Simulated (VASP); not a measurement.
Crystal: HfN.

```xyz
2
Lattice="0.0000 2.2560 2.2560 2.2560 0.0000 2.2560 2.2560 2.2560 0.0000" Properties=species:S:1:pos:R:3 pbc="T T T"
Hf    0.0000    0.0000    0.0000
N     2.2560    2.2560    2.2560
```

| Quantity | Value |
| --- | --- |
| Program | VASP 6.6.1 |
| Task | relaxation of cell and atoms |
| Functional | PBEsol |
| Potentials or basis | VASP PAW PBE potentials, release 64 (Hf_pv, N) |
| Cutoff | 600 eV |
| k mesh | 8 × 8 × 8 |
| Occupations | fermi-dirac, width 0.05 eV |
| Spin | no spin polarisation |

At the start: pressure -4.0 GPa; volume 11.48 Å³/atom.

Question: How do energy, volume and symmetry change on relaxing?

Answer: Over 3 steps the energy falls by 2.0 meV/atom and the volume is 11.32 Å³/atom (-1.4 %); space group Fm-3m (No. 225, to 0.05 Å).

The path:
```
step  energy change (eV)  largest force (eV/Å)  pressure (GPa)  volume (Å³)
   1              0.0000                0.0000           -3.97        22.96
   2              0.0119                0.0000            8.51        22.03
   3             -0.0040                0.0000           -0.03        22.65
```

Final structure:
```
CELL_PARAMETERS angstrom
0.00000 2.24556 2.24556
2.24556 0.00000 2.24556
2.24556 2.24556 0.00000
ATOMIC_POSITIONS crystal
Hf 0.00000 0.00000 0.00000
N 0.50000 0.50000 0.50000
```

Caveat: the PAW data sets were made with another functional, which shifts forces and pressure a little.
